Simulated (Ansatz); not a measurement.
# Si: pressure against volume

One table from this session's results is given with a row withheld; the runs are named, their logs left out.

Method: DFT PBE, scalar-relativistic, in Ansatz 0.2.0.

## Starting point

It takes space group Fd-3m (No. 227, cubic). Conventional cell: a = 5.431 Å, b = 5.431 Å, c = 5.431 Å, α = 90.00°, β = 90.00°, γ = 90.00°. Si (site symmetry -43m) is surrounded by 4 Si at 2.35 Å.

As a file:

```
Si
1.0
     0.00000    2.71547    2.71547
     2.71547    0.00000    2.71547
     2.71547    2.71547    0.00000
Si
2
Direct
  0.50000 0.50000 0.50000
  0.75000 0.75000 0.75000
```

Structure: COD 9011998, as refined from experiment and not relaxed.

Atoms are numbered in the order of the input: Si1, Si2.

Set-up of the first run:

input.yaml reads:

```yaml
crystal:
  lattice:
    - [0.0, 2.6694361917, 2.6694361917]
    - [2.6694361917, 0.0, 2.6694361917]
    - [2.6694361917, 2.6694361917, 0.0]
  atoms:
    - { symbol: Si, position: [0.5, 0.5, 0.5] }
    - { symbol: Si, position: [0.75, 0.75, 0.75] }
kpoints:
  mp_grid: { grid: [12, 12, 12] }
scf:
  occupations: { method: fermi_dirac, width: 0.08 }
hamiltonian:
  xc: pbe
  pseudopotentials: { kind: all_electron, lapw: { basis_error: 0.00025 } }
output:
  forces: true
  stress: true
  eigenvalues: true
```

Among the steps run: Volume × 0.95, LAPW; Volume × 0.95, PAW; Volume × 0.95, crystal datasets; Volume × 0.975, LAPW; Volume × 0.975, PAW; Volume × 1.025, LAPW; Volume × 1.025, PAW; Volume × 1.05, LAPW; Volume × 1.05, PAW; Volume × 1.05, crystal datasets.

One of the session's tables, all rows but one given; the rest of the session is left out.

It belongs to the step «The equation of state». 

| method | volume (Å³/atom) | pressure (GPa) | gap on the k mesh (eV) |
| --- | --- | --- | --- |
| LAPW | 19.022 | 7.50 | 0.48 |
| LAPW | 19.523 | 4.56 | 0.53 |
| LAPW | 20.023 | 1.97 | 0.57 |
| LAPW | 20.524 | ? | ? |
| LAPW | 21.024 | -2.30 | 0.66 |
| PAW | 19.022 | 7.56 | 0.47 |
| PAW | 19.523 | 4.60 | 0.52 |
| PAW | 20.023 | 2.01 | 0.57 |
| PAW | 20.524 | -0.27 | 0.61 |
| PAW | 21.024 | -2.27 | 0.66 |
| crystal datasets | 19.022 | 7.50 | 0.48 |
| crystal datasets | 20.023 | 1.97 | 0.57 |
| crystal datasets | 21.024 | -2.30 | 0.66 |

Estimate the missing values for LAPW, 20.524.

As computed: pressure (GPa): -0.30; gap on the k mesh (eV): 0.62. In the column «pressure (GPa)» it lies between PAW, 21.024 (-2.27) and PAW, 20.524 (-0.27).

Limits of these values: Warnings in the runs' records: crystal datasets made.
